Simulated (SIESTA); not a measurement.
**MoS2 under changes of volume**

One of the cells (27.693 Å³/atom); the others are scaled copies at fixed shape and fractional positions:

```xyz
9
Lattice="3.1840 0.0000 0.0000 -1.5920 2.7574 0.0000 0.0000 0.0000 28.3873" Properties=species:S:1:pos:R:3 pbc="T T T"
Mo    0.0000    1.8383    6.4770
Mo    0.0000    1.8383   21.9103
Mo    1.5920    0.9191    0.0000
S     1.5920    0.9191    4.9250
S     1.5920    0.9191   20.3590
S     0.0000    1.8383   26.8355
S     1.5920    0.9191    8.0283
S     1.5920    0.9191   23.4623
S     0.0000    1.8383    1.5518
```

| Quantity | Value |
| --- | --- |
| Program | SIESTA 5.4.2 |
| Functional | LDA |
| Potentials or basis | PseudoDojo 0.4 standard (LDA files) |
| Basis | DZP (energy shift 0.003 Ry; two zetas on semicore shells) |
| Grid cutoff | 800 Ry |
| Energy shift | 0.003 Ry |
| k mesh | 8 × 8 × 1 |
| Occupations | fermi-dirac, width 0.05 eV |
| Spin | no spin polarisation |

```tsv
volume (Å³/atom)	energy over the lowest point (meV/atom)	gap on the mesh (eV)	largest force (eV/Å)
26.031	16.78	1.40	1.275
26.585	4.25	1.39	0.857
27.139	0.00	1.36	0.470
27.693	3.16	1.33	0.112
28.246	13.01	1.30	0.334
28.800	?	?	?
29.354	50.00	1.25	0.921
```

Question: What does the run at 28.800 Å³/atom give?

Answer: Energy over the lowest point 28.83 meV/atom; gap on the mesh 1.27 eV; largest force 0.640 eV/Å.

Worked out: A Birch-Murnaghan fit of order 3 (a polynomial in V^(-2/3)) to the other rows has its minimum at 27.17 Å³/atom with B0 = V·E''(V) = 105 GPa and B' = 4.3 at fixed shape and positions, which overstates the stiffness. It gives 28.82 meV/atom at 28.800 Å³/atom, against the run's 28.83. A parabola through the other rows of the gap, of slope -1.49 eV per unit of ln V there, gives 1.28 eV, against the run's 1.27.

Energies are extrapolated to zero smearing.

Caveats: the basis of atomic orbitals isn't converged, which shifts pressures, moduli and gaps.

A mesh can miss the band edges. Spin-orbit coupling on Mo is left out.
